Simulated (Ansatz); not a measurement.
A nudged elastic band was laid between two geometries of a periodic cell of 19 atoms, Si6HO12 (host SiO2, host structure C2/c, interstitial H), cell charge +1.

Method: Ansatz 0.2.0, DFT LDA, scalar-relativistic, plane waves, PAW. Settings: PAW set soft_1, cutoff 420 eV, k mesh 2x2x2, fermi-dirac smearing 0.02 eV, no spin polarisation.

- movable images: 5
- climbing image: yes
- spring: 5.0 eV/Å²
- optimiser: lbfgs
- start path: IDPP
- force threshold: 0.05 eV/Å
- iteration limit: 80
- end points: relaxed

Image 0:

```xyz
19
Lattice="6.9040 -2.4346 0.0000 6.9040 2.4346 0.0000 -5.5056 0.0000 6.7842" Properties=species:S:1:pos:R:3
Si 2.855 2.232 5.041
Si 5.425 -2.380 1.660
Si 8.398 -1.247 0.960
Si 2.631 -1.258 2.317
Si 0.028 1.181 5.671
Si 5.711 1.182 4.405
O 2.092 0.256 2.111
O 8.706 0.284 1.250
O 6.141 -0.365 4.582
O -0.314 -0.409 5.514
O 3.279 -1.659 6.262
O 2.347 -1.718 3.821
O 5.092 1.545 0.410
O 6.067 1.727 2.908
O 6.650 -1.348 0.988
O 4.222 -1.386 2.000
O 1.624 1.314 5.537
O 4.131 1.341 4.635
H 0.721 -0.933 6.941
```

Image 6:

```xyz
19
Lattice="6.9040 -2.4346 0.0000 6.9040 2.4346 0.0000 -5.5056 0.0000 6.7842" Properties=species:S:1:pos:R:3
Si 2.875 2.377 5.117
Si 5.444 -2.237 1.735
Si 8.271 -1.185 1.106
Si 2.589 -1.186 2.371
Si -0.096 1.243 5.816
Si 5.669 1.254 4.459
O 2.159 0.361 2.194
O 8.612 0.405 1.262
O 6.207 -0.261 4.665
O -0.403 -0.289 5.525
O 3.209 -1.548 6.367
O 2.234 -1.732 3.868
O 5.022 1.653 0.514
O 5.953 1.714 2.956
O 6.676 -1.319 1.239
O 4.169 -1.346 2.139
O 1.651 1.344 5.790
O 4.079 1.382 4.777
H 2.075 -3.940 6.620
```

Question: Which bonds break or form, and what moves?

Answer: Contacts lost: O15–H19. Contacts made: O17–H19. The atom that moves furthest is H19, by 3.31 Å; four of its nearest neighbours are O15 1.02, O10 1.84, Si2 2.24, Si3 2.34 Å at the first end and O17 1.02, O8 1.84, Si1 2.24, Si5 2.34 Å at the last.

Question: Give the energies along the band, and the barrier.

Answer: The forces met the threshold. The highest image is number 2 of 0 to 6, 0.37 eV above the ends, which have the same energy within 2 meV. The profile has 2 maxima (images 2, 4) with wells between them (image 3): this band takes more than one step, which may be the mechanism or a detour left from its start path. By the program's own check the climbing image is of a kind that is not told: the force calls were inconclusive, a negative curvature could not be distinguished from the path's own, the only one lies far off the path, or fixed occupations may fill a level only in part (lowest curvatures found: -0.66 and 0.41 eV/Å²). Limits of this set-up: coarse k mesh, PAW files made for another functional, a small cell, in which the defect meets its images, charged cell in a uniform background, uncorrected.

```tsv
image	path coordinate (Å)	energy (eV)	O15–H19 (Å)	O17–H19 (Å)
0	0.00	0.00	1.02	2.80
1	0.64	0.18	1.00	2.45
2	1.29	0.37	1.02	1.78
3	1.92	0.35	1.22	1.23
4	2.56	0.37	1.80	1.02
5	3.19	0.18	2.46	1.01
6	3.83	0.00	2.80	1.02
```

Question: What is the geometry of the highest image?

Answer: 
```xyz
19
Lattice="6.9040 -2.4346 0.0000 6.9040 2.4346 0.0000 -5.5056 0.0000 6.7842" Properties=species:S:1:pos:R:3
Si 2.865 2.319 5.114
Si 5.389 -2.409 1.654
Si 8.456 -1.202 1.048
Si 2.679 -1.199 2.372
Si -0.065 1.173 5.680
Si 5.636 1.164 4.413
O 2.220 0.340 2.189
O 8.659 0.344 1.368
O 6.044 -0.388 4.580
O -0.328 -0.393 5.416
O 3.347 -1.594 6.338
O 2.418 -1.623 3.888
O 4.963 1.554 0.402
O 5.944 1.638 2.893
O 6.751 -1.574 0.962
O 4.251 -1.349 2.006
O 1.514 1.595 5.675
O 4.061 1.325 4.730
H 1.197 -1.918 6.789
```

Time of the run: 16 min on 1 thread of Arm Neoverse V2 (shared host), peak memory 0.74 GiB.
